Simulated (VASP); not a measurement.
Write the native input for VASP 6.6.1 that does the following.

* Task: relaxation of shape and atoms at fixed volume
* Functional: PBE
* Potentials or basis: VASP PAW PBE potentials, release 64 (Si)
* Cutoff: 300 eV
* k mesh: 6 × 6 × 3
* Occupations: gaussian, width 0.03 eV
* Spin: no spin polarisation
* Further INCAR settings: ALGO = Fast; EDIFF = 1e-07; IBRION = 2; EDIFFG = -0.01; NSW = 40; ISIF = 4

The structure of Si lies in POSCAR:

```
Si                                      
1.0
    2.6443462875      0.0000000000      0.0000000000
   -1.3221731438      2.2900710615      0.0000000000
    0.0000000000      0.0000000000      5.0875212605
  Si            
     2
Direct
     0.3333333300000021    0.6666666699999979    0.2500000000000000
     0.6666666699999979    0.3333333300000021    0.7500000000000000
```

This isn't the form of Si at room conditions, which is diamond.

The cell isn't the ideal one: a relaxed cell with its volume scaled by 1.04.

One way to write it, as run:

INCAR

```
SYSTEM = Si
  ALGO = Fast
  EDIFF = 1E-7
  EDIFFG = -0.01
  ENCUT = 300
  GGA = PE
  IBRION = 2
  ISIF = 4
  ISMEAR = 0
  LASPH = .TRUE.
  LCHARG = .FALSE.
  LREAL = .FALSE.
  LWAVE = .FALSE.
  NELM = 80
  NSW = 40
  PREC = Accurate
  SIGMA = 0.03
```

KPOINTS

```
k-points
0
G
  6 6 3
  0 0 0
```

Potentials or basis: VASP PAW PBE potentials, release 64 (Si).

Command:

```sh
$ cat potpaw_PBE.64/Si/POTCAR > POTCAR
$ mpirun -np 1 vasp_std > vasp.out
```

It gave:

```
Energy gained by relaxing : 0.0 meV/atom
Ionic steps               : 2
Pressure after relaxing   : -2.1 GPa
Band gap on the k mesh    : none (metal or under the smearing width)
```

Caveat: the k mesh is coarse (spacing up to 0.46 Å⁻¹), so the values aren't converged; the cutoff is under 1.25 times the usual one of these potentials, so pressure, stress and relaxed cells hold a basis-set (Pulay) error.

Run time: 3.7 s on 1 thread of Intel(R) Xeon(R) Platinum 8259CL CPU @ 2.50GHz (Skylake/Cascade Lake) (shared host), peak memory 0.11 GiB.
